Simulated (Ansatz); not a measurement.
Start from LaAlO3 (space group R-3c, No. 167; a = 5.412 Å, c = 13.193 Å (hexagonal axes)). Axes: x lies along a and z along c of the hexagonal cell.

Calculations: PBE (Ansatz, a program for electronic structure), spin-orbit coupling left out, earlier PAW set.

For the base:

| Property | Result |
|---|---|
| Shortest interatomic distance | 1.922 Å |

Now apply this change: the cell is stretched by 2.33 % along x with no lateral relaxation, atoms relaxed at fixed cell.

**Question.** How does this affect the valence-band top at Γ?

**Answer.** The valence-band top at Γ (three highest levels, from the VBM) is 0.00, -0.15, -0.21 eV.

**Question.** What does the calculation give for the largest internal atomic displacement after the change?

**Answer.** The largest internal atomic displacement is 0.094 Å.

**Question.** Predict the new stress.

**Answer.** The stress (xx, yy, zz, yz, xz, xy; compression positive) amounts to (-7.48, -2.72, -1.62, -0.69, 0.00, 0.00) GPa.

**Question.** What does the calculation give for the shortest interatomic distance after the change?

**Answer.** The shortest interatomic distance goes up by 0.0095 Å (1.922 Å → 1.931 Å).

The levels and masses belong to the bands next to the band gap. The cells carry an imposed strain or load. No phonon test of stability was made.
